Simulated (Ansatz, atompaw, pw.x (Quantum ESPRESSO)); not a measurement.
## In: does the PAW (atompaw) potential hold in the solid?

In (Z = 49), PAW, made with atompaw 4.2.0.5 (PBE, scalar-relativistic). Core [Kr] 4d10, reference 5s2 5p1. Waves: 5s (bound): rc 2.35 bohr; 5s channel at 3.45 Ry: rc 2.35 bohr; 5p (bound): rc 2.50 bohr; 5p channel at 0.15 Ry: rc 2.80 bohr; 5d channel at 0.45 Ry: rc 2.80 bohr; 5d channel at 1.95 Ry: rc 2.80 bohr. Local part: bessel scheme, radius 2.15 bohr. Core correction: smooth core density matched at 2.10 bohr. Augmentation charge: besselshape compensation charge, radius 2.65 bohr; PAW radius 2.80 bohr; waves and projectors: custom rrkj vanderbiltortho.

Atomic tests: cutoffs needed: 6 Ry and 8 Ry (the cutoffs (Ry, on a coarse ladder) from which the occupation-weighted sum of valence levels, in a spherical-Bessel basis at the reference potential, stays within 10 and 1 mRy of its value at 400 Ry); ghost test: no extra level below or beside the all-electron valence levels (s, p, d, f tested) (spherical-Bessel basis up to 400 Ry, 20 bohr box); lowest eigenvalue of the overlap operator: 0.26 (p channel).

Crystal test: diamond In in pw.x 7.5, no spin, 8³ k-points, Fermi–Dirac smearing 0.01 Ry, cutoffs 40/400 Ry. The reference is all-electron LAPW (Ansatz 0.2.0) with the same functional, mesh and smearing; V0 and B0 come from Birch–Murnaghan fits to the pressures at five volumes. Errors are pseudo minus all-electron; Δ is the rms difference of the E(V) curves that follow from these fits, minima aligned, over ±6 % about the mean V0. Mesh and smearing are coarse, so the numbers serve the comparison and aren't converged zero-temperature values; the lattice is a test structure that the element need not adopt.

All-electron: a0 = 6.737 Å (V0 = 38.22 Å³/atom), B0 = 20.8 GPa.

Task: How far does the potential miss the all-electron equation of state?

Result: mean pressure error (GPa): -0.38; a0 (Å): 6.696; a0 error (%): -0.61; B0 error (%): +3.1; Δ (meV/atom): 3.2. This is a poor potential for the solid. The logarithmic derivative shows an extra or strongly shifted pseudo pole above the reference energy (d near 1.66 Ry).

```tsv
V (Å³/atom)	P all-electron (GPa)	P pseudo (GPa)
36.331	1.25	0.77
37.287	0.56	0.14
38.243	-0.01	-0.38
39.199	-0.49	-0.81
40.155	-0.87	-1.16
```

Task: At the middle volume, how do free energy and pressure move when the wave cutoff is lowered (ecutrho held at 400 Ry)?

Result:

| cutoff (Ry) | shift of F (meV/atom) | shift of P (GPa) |
| --- | --- | --- |
| 18 | +1.6 | +0.01 |
| 24 | +0.9 | -0.01 |
| 32 | +0.2 | +0.00 |

Input at the middle volume:

```
&control
  calculation='scf', prefix='x', pseudo_dir='./', outdir='./tmp', tstress=.true., disk_io='none'
/
&system
  ibrav=0, nat=2, ntyp=1, ecutwfc=40, ecutrho=400, nbnd=10,
  occupations='smearing', smearing='fd', degauss=0.01
/
&electrons
  conv_thr=1e-09, mixing_beta=0.4, electron_maxstep=70
/
ATOMIC_SPECIES
In 1.0 In.UPF
CELL_PARAMETERS angstrom
  0.00000000 3.36912650 3.36912650
  3.36912650 0.00000000 3.36912650
  3.36912650 3.36912650 0.00000000
ATOMIC_POSITIONS crystal
In 0.0000 0.0000 0.0000
In 0.2500 0.2500 0.2500
K_POINTS automatic
8 8 8 0 0 0
```

```bash
pw.x < In.scf.in > In.scf.out
```

Lines of the output:

```
Message from routine setup:
     using ibrav=0 with symmetry is DISCOURAGED, use correct ibrav instead
     lattice parameter (alat)  =       9.0039  a.u.
     unit-cell volume          =     516.1531 (a.u.)^3
     number of electrons       =         6.00
     number of Kohn-Sham states=           10
     kinetic-energy cutoff     =      40.0000  Ry
     charge density cutoff     =     400.0000  Ry
     scf convergence threshold =      1.0E-09
     Exchange-correlation= SLA PW PBX PBC
     number of k points=    29  Fermi-Dirac smearing, width (Ry)=  0.0100
     negative rho (up, down):  1.279E-06 0.000E+00
     iteration #  1     ecut=    40.00 Ry     beta= 0.40
     negative rho (up, down):  1.743E-06 0.000E+00
     total energy              =    -642.25150552 Ry
     estimated scf accuracy    <       0.00416651 Ry
     iteration #  2     ecut=    40.00 Ry     beta= 0.40
     negative rho (up, down):  2.209E-06 0.000E+00
     total energy              =    -642.25166323 Ry
     estimated scf accuracy    <       0.00155781 Ry
     iteration #  3     ecut=    40.00 Ry     beta= 0.40
     negative rho (up, down):  1.961E-06 0.000E+00
     total energy              =    -642.25171136 Ry
     estimated scf accuracy    <       0.00000704 Ry
     iteration #  4     ecut=    40.00 Ry     beta= 0.40
     negative rho (up, down):  1.879E-06 0.000E+00
     total energy              =    -642.25171822 Ry
     estimated scf accuracy    <       0.00000048 Ry
     iteration #  5     ecut=    40.00 Ry     beta= 0.40
     negative rho (up, down):  1.706E-06 0.000E+00
     total energy              =    -642.25171836 Ry
     estimated scf accuracy    <       0.00000005 Ry
     iteration #  6     ecut=    40.00 Ry     beta= 0.40
     negative rho (up, down):  1.725E-06 0.000E+00
     total energy              =    -642.25171839 Ry
     estimated scf accuracy    <          1.3E-09 Ry
     iteration #  7     ecut=    40.00 Ry     beta= 0.40
     negative rho (up, down):  1.717E-06 0.000E+00
     the Fermi energy is     1.7843 ev
!    total energy              =    -642.25171839 Ry
     estimated scf accuracy    <          7.1E-10 Ry
     smearing contrib. (-TS)   =      -0.00774358 Ry
     convergence has been achieved in   7 iterations
     negative rho (up, down):  1.717E-06 0.000E+00
          total   stress  (Ry/bohr**3)                   (kbar)     P=       -3.81
     Message from routine punch:
     Nothing written, as per user request (disk_io='none')
```

The 8 pw.x runs together took about 2.1 min on one core of a shared server CPU.
